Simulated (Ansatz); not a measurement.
# In: pressure against volume

One table from this session's results is given with a row withheld; the runs are named, their logs left out.

Computed with Ansatz 0.2.0 (DFT PBE, scalar-relativistic, unless a step's input says otherwise).

## The starting structure

Symmetry: I4/mmm, No. 139, tetragonal system. Conventional cell: a = 3.252 Å, b = 3.252 Å, c = 4.948 Å, α = 90.00°, β = 90.00°, γ = 90.00°. In (site symmetry 4/mmm) has 12 In at 3.25 to 3.38 Å as nearest neighbours.

As a file:

```cif
data_structure
_symmetry_space_group_name_H-M 'I4/mmm'
_symmetry_Int_Tables_number 139
_cell_length_a 3.2523
_cell_length_b 3.2523
_cell_length_c 4.9479
_cell_angle_alpha 90.000
_cell_angle_beta 90.000
_cell_angle_gamma 90.000
_cell_volume 52.34
loop_
_atom_site_label
_atom_site_type_symbol
_atom_site_symmetry_multiplicity
_atom_site_Wyckoff_symbol
_atom_site_fract_x
_atom_site_fract_y
_atom_site_fract_z
_atom_site_occupancy
In1 In 2 a 0.00000 0.00000 0.00000 1
```

The file gives the conventional cell by its symmetry; the runs use the cell typed in the input.

The cell is a deposited one (Crystallography Open Database entry 9017523); the temperature and pressure of the measurement aren't taken into account, and nothing was relaxed.

Set-up of the first run:

input.yaml reads:

```yaml
crystal:
  lattice:
    - [-1.5932363393, 1.5932363393, 2.4238766667]
    - [1.5932363393, -1.5932363393, 2.4238766667]
    - [1.5932363393, 1.5932363393, -2.4238766667]
  atoms:
    - { symbol: In, position: [0.0, 0.0, 0.0] }
kpoints:
  mp_grid: { grid: [12, 12, 14] }
scf:
  occupations: { method: fermi_dirac, width: 0.05 }
hamiltonian:
  xc: pbe
  pseudopotentials: { kind: all_electron, lapw: { basis_error: 0.001 } }
output:
  forces: true
  stress: true
  eigenvalues: true
```

Command:

```console
$ ansatz run input.yaml --threads 1 --pin off --max-ram 3072MiB --backend cpu --events-out ev --progress --plain --runs-dir out
```

Among the steps run: Volume × 0.9405, LAPW; Volume × 0.9405, PAW; Volume × 0.9405, crystal datasets; Volume × 0.97, LAPW; Volume × 0.97, PAW; Volume × 1.03, LAPW; Volume × 1.03, PAW; Volume × 1.06, LAPW; Volume × 1.06, PAW; Volume × 1.06, crystal datasets.

One of the session's tables, all rows but one given; the rest of the session is left out.

| method | volume (Å³/atom) | pressure (GPa) |
| --- | --- | --- |
| LAPW | 24.611 | 5.28 |
| LAPW | 25.383 | 3.54 |
| LAPW | 26.168 | 2.05 |
| LAPW | 26.953 | 0.80 |
| LAPW | 27.738 | -0.26 |
| PAW | 24.611 | 5.28 |
| PAW | 25.383 | 3.53 |
| PAW | 26.168 | 2.04 |
| PAW | 26.953 | ? |
| PAW | 27.738 | -0.26 |
| crystal datasets | 24.611 | 5.28 |
| crystal datasets | 26.168 | 2.04 |
| crystal datasets | 27.738 | -0.26 |

**Question.** Estimate the row for PAW, 26.953.

**Answer.** pressure (GPa): 0.79. In the column «pressure (GPa)» it lies between crystal datasets, 27.738 (-0.26) and LAPW, 26.953 (0.80).

Limits of these values: Shape and positions are held, so a fully relaxed modulus can be lower. Warnings in the runs' records: symmetry narrowed by mesh, gradients without spin orbit, crystal datasets made.
